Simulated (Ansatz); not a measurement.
## WSi2: changing the Hubbard U on W d

```
CELL_PARAMETERS angstrom
-1.60690 1.60690 3.91495
1.60690 -1.60690 3.91495
1.60690 1.60690 -3.91495
ATOMIC_POSITIONS crystal
W 0.00000 0.00000 0.00000
Si 0.66530 0.66530 0.00000
Si 0.33470 0.33470 0.00000
```

Kept alike: task band structure; functional PBE; k mesh 12 × 12 × 12; occupations fermi-dirac, width 0.05 eV; no spin polarisation. Program: Ansatz, Ansatz PAW, cutoff 420 eV. The mesh is that of the run's cell of 3 atoms. No spin-orbit coupling.

```csv
"Hubbard U on W d, U (eV)",pressure (GPa)
0,3.29
1,3.08
2,2.89
3,2.72
4,2.60
5,2.53
6,2.51
8,2.91
```

Pressure is positive in compression, with a Pulay correction for the finite cutoff. U acts here on a shell without spin polarisation. For a metal such a mesh leaves the last digits unconverged. The pressure doesn't move evenly along the series, which may be noise of the runs. How U acts hangs on the program's projectors. U is the effective U - J on orthogonalised atomic projectors. Double counting: fully localised limit (the default).

**Question.** What does the Hubbard U on W d change here?

**Answer.** The pressure runs from 2.51 (6) to 3.29 GPa (0).
